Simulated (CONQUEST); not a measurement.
# Ge (Fd-3m) in CONQUEST: further runs

One crystal, Ge, is run at these levels: PBE; tasks: equation of state.

Program: CONQUEST 1.3. These are calculated values, not measurements. Logs are shortened: lines on timing, memory, paths and dates and some standing lists are left out, and cuts for length are marked.

## 1. The crystal as given

Symmetry: Fd-3m, No. 227, cubic system. The conventional cell has a = 5.658 Å, b = 5.658 Å, c = 5.658 Å, α = 90.00°, β = 90.00°, γ = 90.00°. Ge (site symmetry -43m) is surrounded by 4 Ge at 2.45 Å.

## 2. Equation of state, PBE, 21.28 Å³/atom (volume scaled by 0.94)

Contents of Conquest_input:

```
IO.Title Ge
IO.Coordinates coords.dat
IO.FractionalAtomicCoords T
IO.Iprint 2
IO.Iprint_init 1
General.NumberOfSpecies 1
General.PseudopotentialType hamann
AtomMove.TypeOfRun static
AtomMove.FullStress T
Grid.PointsAlongX 40
Grid.PointsAlongY 40
Grid.PointsAlongZ 60
DM.SolutionMethod diagon
Diag.MPMesh T
Diag.GammaCentred T
Diag.MPMeshX 7
Diag.MPMeshY 7
Diag.MPMeshZ 5
Diag.kT 0.00183747
minE.SCTolerance 1e-6
SC.MaxIters 100
IO.AtomChargeOutput T
%block ChemicalSpeciesLabel
1 72.610 Ge
%endblock
```

Contents of coords.dat:

```
    7.4058619734     0.0000000000     0.0000000000
    0.0000000000     7.4058619734     0.0000000000
    0.0000000000     0.0000000000    10.4734704432
4
  0.0000000000   0.5000000000   0.2500000000 1 T T T
  0.5000000000   0.0000000000   0.7500000000 1 T T T
  0.0000000000   0.0000000000   0.5000000000 1 T T T
  0.5000000000   0.5000000000   0.0000000000 1 T T T
```

Potentials or basis: PseudoDojo NC PBE, SZ, grid of 40 × 40 × 60 points.

Launch:

```sh
$ Conquest
```

Log:

```text
Simulation cell dimensions:     7.4059 a0 x     7.4059 a0 x    10.4735 a0

      Atomic coordinates (a0)
         Atom         X         Y         Z  Species
            1    0.0000    3.7029    2.6184        1
            2    3.7029    0.0000    7.8551        1
            3    0.0000    0.0000    5.2367        1
            4    3.7029    3.7029    0.0000        1

         Monkhorst-Pack mesh:   7 x   7 x   5 gamma-centred
        This calculation includes non-local pseudopotentials,
         with a maximum core radius of      7.09479220

    Job title: Ge
    Job to be run: static calculation

    Ground state search:
      Support functions represented with PAO basis
      1:1 PAO to SF mapping
      Non-spin-polarised electrons
      Solving for the K matrix using diagonalisation
      Using Fermi-Dirac smearing

    Integration grid size:     40 x   40 x   60

    Integration grid spacing:  0.185 a0 x 0.185 a0 x 0.175 a0

    Number of species:  1
    --------------------------------------------------------
    |   #  mass (au)  Charge (e)  SF Rad (a0)  NSF  Label  |
    --------------------------------------------------------
    |   1     72.610      14.000        7.406    9  Ge     |
    --------------------------------------------------------
          SCF tolerance:                 0.00000100
          SCF iterations:               100

    The functional used will be GGA PBE96

           radial cut-off to be used is taken to be max PAO cut-off radius for this species:    7.094792

           greatest ang. mom. for making density from PAOs:  2
    Minimum blocs/proc is     1500. Maximum blocs/proc is     1500
    set_atom_dens: In set_atomic_density, electrons :      56.000000000000
 matrix_size & matrix_size_padH =           36          36

    Screened ion int: energy:    -280.086388593498 Ha

    new_SC_potl: Starting.  Tolerance:  0.10000E-05

    PulayMixSC: Starting Pulay mixing, A_up =  0.500 A_dn =  0.500
    PulayMixSC: Spin non-polarised calculation.
          Harris-Foulkes Energy            :      -357.119481310842048 Ha
          (TS=0 as O(N) or entropic contribution is negligible)
          DFT Total Energy                 :      -357.117427295208245 Ha
          Total number of electrons        :        56.000000000000476
    PulayMixSC: Pulay iteration     1 residual:              0.82765E-03
          Harris-Foulkes Energy            :      -357.118011549203288 Ha
          GroundState Energy (E-(1/2)TS)   :      -357.118011555373641 Ha
          Free Energy (E-TS)               :      -357.118011561543938 Ha
          DFT Total Energy                 :      -357.117537718599237 Ha
          Total number of electrons        :        56.000011107111895
    PulayMixSC: Pulay iteration     2 residual:              0.40503E-03
          Harris-Foulkes Energy            :      -357.117570270011186 Ha
          GroundState Energy (E-(1/2)TS)   :      -357.117570280254029 Ha
          Free Energy (E-TS)               :      -357.117570290496872 Ha
          DFT Total Energy                 :      -357.117569531811000 Ha
          Total number of electrons        :        56.000022114678416
    PulayMixSC: Pulay iteration     3 residual:              0.81897E-05
          Harris-Foulkes Energy            :      -357.117569573924584 Ha
          GroundState Energy (E-(1/2)TS)   :      -357.117569583925331 Ha
          Free Energy (E-TS)               :      -357.117569593926078 Ha
          DFT Total Energy                 :      -357.117569573615583 Ha
          Total number of electrons        :        56.000022696755600
    PulayMixSC: Pulay iteration     4 residual:              0.25583E-06
    PulayMixSC: Reached SCF tolerance of  0.25583E-06 after      4 iterations
      | Number of electrons      =        56.000023
      |* band energy as 2Tr[K.H] =       -49.217652793355796 Ha
      |  screened ion-ion energy =      -280.086388593497645 Ha
      |  Ha correction           =         1.225356268917581 Ha
      |  XC correction           =       -29.038887714182032 Ha
      | GS Energy as E-(1/2)TS   =      -357.117569583925331 Ha
      | Free Energy as E-TS      =      -357.117569593926078 Ha
      |* Harris-Foulkes energy   =      -357.117569573924584 Ha
      |* DFT total energy        =      -357.117569573615583 Ha
      |  estimated accuracy      =        -0.000000000309001 Ha

    force: Forces on atoms (Ha/a0)
    force:  Atom   X              Y              Z
    force:     1  -0.0000000000  -0.0000000000  -0.0000000000
    force:     2  -0.0000000000  -0.0000000000   0.0000000000
    force:     3  -0.0000000000  -0.0000000000   0.0000000000
    force:     4  -0.0000000000  -0.0000000000  -0.0000000000

    force: Maximum force :        0.00000000(Ha/a0) on atom         1 in z direction
    force: Force Residual:        0.00000000 Ha/a0
    force: Total stress:        -15.11898243     0.00000000    -0.00000000 GPa
                             0.00000000   -15.11898243    -0.00000000
                            -0.00000000    -0.00000000   -14.97957796
    force: Average pressure:     15.07251427 GPa

    force: Finished force
    get_E_and_F: Change in energy during last step of electronic optimisation:  0.69609E-06

    BIBLIOGRAPHY: Please consider citing the following references in the conquest.bib file

    CONQUEST:         Bowler2002pt, Miyazaki2004, Nakata2020
    Basis:            Bowler2019
    DM:               Bowler:2006xr
    Pseudopotentials: Hamann2013, Bowler2019
    XC functional:    Perdew1996
```

It took 22 s on 1 thread of Intel Xeon Platinum 8259CL at 2.50GHz (Skylake/Cascade Lake), shared host; peak memory 0.41 GiB.

Results:

```yaml
Free_energy: -9717.6641 eV
Pressure: 15.1 GPa
Band_gap_on_the_k_mesh: 0.98 eV
```

Caveat: the atomic basis is small; an odd mesh through Γ misses points on the zone boundary, where band edges often lie; the basis of atomic orbitals isn't converged, which shifts pressures, moduli and gaps; the real-space grid breaks the cell's symmetry a little.

## 3. Equation of state, PBE, 21.73 Å³/atom (volume scaled by 0.96)

Conquest_input is that of step 2.

Contents of coords.dat:

```
    7.4580176494     0.0000000000     0.0000000000
    0.0000000000     7.4580176494     0.0000000000
    0.0000000000     0.0000000000    10.5472297076
4
  0.0000000000   0.5000000000   0.2500000000 1 T T T
  0.5000000000   0.0000000000   0.7500000000 1 T T T
  0.0000000000   0.0000000000   0.5000000000 1 T T T
  0.5000000000   0.5000000000   0.0000000000 1 T T T
```

Potentials or basis: PseudoDojo NC PBE, SZ, grid of 40 × 40 × 60 points.

Launch:

```sh
$ Conquest
```

Run time: 22 s. Hardware: 1 thread of Intel Xeon Platinum 8259CL at 2.50GHz (Skylake/Cascade Lake), shared host; peak memory 0.41 GiB.

The run converged. Its results:

```yaml
Free_energy: -9717.8214 eV
Pressure: 12.4 GPa
Band_gap_on_the_k_mesh: 0.72 eV
```

Caveat: the atomic basis is small; an odd mesh through Γ misses points on the zone boundary, where band edges often lie; the basis of atomic orbitals isn't converged, which shifts pressures, moduli and gaps.

## 4. Equation of state, PBE, 22.19 Å³/atom (volume scaled by 0.98)

Conquest_input is that of step 3.

Contents of coords.dat:

```
    7.5094538792     0.0000000000     0.0000000000
    0.0000000000     7.5094538792     0.0000000000
    0.0000000000     0.0000000000    10.6199715213
4
  0.0000000000   0.5000000000   0.2500000000 1 T T T
  0.5000000000   0.0000000000   0.7500000000 1 T T T
  0.0000000000   0.0000000000   0.5000000000 1 T T T
  0.5000000000   0.5000000000   0.0000000000 1 T T T
```

Launch:

```sh
$ Conquest
```

Run time: 20 s. Hardware: 1 thread of Intel Xeon Platinum 8259CL at 2.50GHz (Skylake/Cascade Lake), shared host; peak memory 0.39 GiB.

It converged, with:

| Quantity | Value |
| --- | --- |
| Free energy | -9717.9524 eV |
| Pressure | 10.6 GPa |
| Band gap on the k mesh | 0.48 eV |

Caveat: the atomic basis is small; an odd mesh through Γ misses points on the zone boundary, where band edges often lie; the basis of atomic orbitals isn't converged, which shifts pressures, moduli and gaps; the real-space grid breaks the cell's symmetry a little.

## 5. Equation of state, PBE, 22.64 Å³/atom

Conquest_input is that of step 4.

Contents of coords.dat:

```
    7.5601949717     0.0000000000     0.0000000000
    0.0000000000     7.5601949717     0.0000000000
    0.0000000000     0.0000000000    10.6917302624
4
  0.0000000000   0.5000000000   0.2500000000 1 T T T
  0.5000000000   0.0000000000   0.7500000000 1 T T T
  0.0000000000   0.0000000000   0.5000000000 1 T T T
  0.5000000000   0.5000000000   0.0000000000 1 T T T
```

Launch:

```sh
$ Conquest
```

It took 20 s on 1 thread of Intel Xeon Platinum 8259CL at 2.50GHz (Skylake/Cascade Lake), shared host; peak memory 0.39 GiB.

The run converged. Its results:

```
Free energy            : -9718.0626 eV
Pressure               : 9.0 GPa
Band gap on the k mesh : 0.25 eV
```

Caveat: the atomic basis is small; an odd mesh through Γ misses points on the zone boundary, where band edges often lie; the basis of atomic orbitals isn't converged, which shifts pressures, moduli and gaps; the real-space grid breaks the cell's symmetry a little.

## 6. Equation of state, PBE, 23.09 Å³/atom (volume scaled by 1.02)

Conquest_input is that of step 5.

Contents of coords.dat:

```
    7.6102639472     0.0000000000     0.0000000000
    0.0000000000     7.6102639472     0.0000000000
    0.0000000000     0.0000000000    10.7625384866
4
  0.0000000000   0.5000000000   0.2500000000 1 T T T
  0.5000000000   0.0000000000   0.7500000000 1 T T T
  0.0000000000   0.0000000000   0.5000000000 1 T T T
  0.5000000000   0.5000000000   0.0000000000 1 T T T
```

Potentials or basis: PseudoDojo NC PBE, SZ, grid of 40 × 40 × 60 points.

Launch:

```sh
$ Conquest
```

Run time: 20 s. Hardware: 1 thread of Intel Xeon Platinum 8259CL at 2.50GHz (Skylake/Cascade Lake), shared host; peak memory 0.39 GiB.

It converged, with:

```
Free energy            : -9718.1535 eV
Pressure               : 7.1 GPa
Band gap on the k mesh : none (metal or under the smearing width)
```

Caveat: the atomic basis is small; the basis of atomic orbitals isn't converged, which shifts pressures, moduli and gaps; the real-space grid breaks the cell's symmetry a little.

## 7. Equation of state, PBE, 23.54 Å³/atom (volume scaled by 1.04)

Conquest_input is that of step 6.

Contents of coords.dat:

```
    7.6596826303     0.0000000000     0.0000000000
    0.0000000000     7.6596826303     0.0000000000
    0.0000000000     0.0000000000    10.8324270584
4
  0.0000000000   0.5000000000   0.2500000000 1 T T T
  0.5000000000   0.0000000000   0.7500000000 1 T T T
  0.0000000000   0.0000000000   0.5000000000 1 T T T
  0.5000000000   0.5000000000   0.0000000000 1 T T T
```

Launch:

```sh
$ Conquest
```

Run time: 20 s. Hardware: 1 thread of Intel Xeon Platinum 8259CL at 2.50GHz (Skylake/Cascade Lake), shared host; peak memory 0.39 GiB.

Results (log left out):

```
Free energy            : -9718.2263 eV
Pressure               : 5.5 GPa
Band gap on the k mesh : none (metal or under the smearing width)
```

Caveat: the atomic basis is small; the basis of atomic orbitals isn't converged, which shifts pressures, moduli and gaps; the real-space grid breaks the cell's symmetry a little.

## 8. Equation of state, PBE, 24.00 Å³/atom (volume scaled by 1.06)

Conquest_input is that of step 7.

Contents of coords.dat:

```
    7.7084717332     0.0000000000     0.0000000000
    0.0000000000     7.7084717332     0.0000000000
    0.0000000000     0.0000000000    10.9014252695
4
  0.0000000000   0.5000000000   0.2500000000 1 T T T
  0.5000000000   0.0000000000   0.7500000000 1 T T T
  0.0000000000   0.0000000000   0.5000000000 1 T T T
  0.5000000000   0.5000000000   0.0000000000 1 T T T
```

Launch:

```sh
$ Conquest
```

Run time: 20 s. Hardware: 1 thread of Intel Xeon Platinum 8259CL at 2.50GHz (Skylake/Cascade Lake), shared host; peak memory 0.36 GiB.

Results (log left out):

| Item | Value |
| --- | --- |
| Free energy | -9718.2809 eV |
| Pressure | 4.2 GPa |
| Band gap on the k mesh | none (metal or under the smearing width) |

Caveat: the atomic basis is small; the basis of atomic orbitals isn't converged, which shifts pressures, moduli and gaps.

## 9. Equation of state, PBE

Potentials or basis: PseudoDojo NC PBE, SZ, grid of 40 × 40 × 60 points.

No new run: the results of the series are fitted here.

What came out:

- Equilibrium volume: 25.67 Å³/atom (rough: see the caveat)
- Bulk modulus: 55 GPa (rough)

Energy against volume, from the lowest point:
| volume (Å³/atom) | energy (meV/atom) |
| --- | --- |
| 21.281 | 154.20 |
| 21.733 | 114.87 |
| 22.186 | 82.13 |
| 22.639 | 54.59 |
| 23.092 | 31.85 |
| 23.545 | 13.66 |
| 23.997 | 0.00 |

Caveat: the minimum lies outside the volumes run; the atomic basis is small; the basis of atomic orbitals isn't converged, which shifts pressures, moduli and gaps.
